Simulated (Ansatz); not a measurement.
**C under changes of volume**

One of the cells (31.524 Å³/atom); the others are scaled copies at fixed shape and fractional positions:

```xyz
4
Lattice="2.4562 0.0000 0.0000 -1.2281 2.1272 0.0000 0.0000 0.0000 24.1340" Properties=species:S:1:pos:R:3 pbc="T T T"
C     1.2281    0.7091   13.7678
C     0.0000    1.4181   10.3661
C     0.0000    0.0000   10.3663
C     0.0000    0.0000   13.7677
```

```yaml
Program: Ansatz 0.2.0
Functional: r2SCAN
Potentials_or_basis: Ansatz PAW
Cutoff: "500 eV (not typed: the program's choice for these potentials)"
k_mesh: 12 × 12 × 2
Occupations: fermi-dirac, width 0.05 eV
Spin: no spin polarisation
```

```csv
volume (Å³/atom),energy over the lowest point (meV/atom),largest force (eV/Å)
29.632,31.02,0.029
30.263,13.37,0.025
30.893,3.24,0.021
31.524,0.00,0.018
32.154,3.04,0.015
32.785,11.80,0.012
33.415,?,?
```

What does the run at 33.415 Å³/atom give?

Energy over the lowest point 25.80 meV/atom; largest force 0.010 eV/Å.

Worked out: A Birch-Murnaghan fit of order 3 (a polynomial in V^(-2/3)) to the other rows has its minimum at 31.52 Å³/atom with B0 = V·E''(V) = 80 GPa and B' = 3.5 at fixed shape and positions, which overstates the stiffness. It gives 25.79 meV/atom at 33.415 Å³/atom, against the run's 25.80.

Energies are extrapolated to zero smearing.

Caveats: the PAW data sets come from PBE, with cores solved anew for the run's functional, which leaves a small shift of forces and pressure.
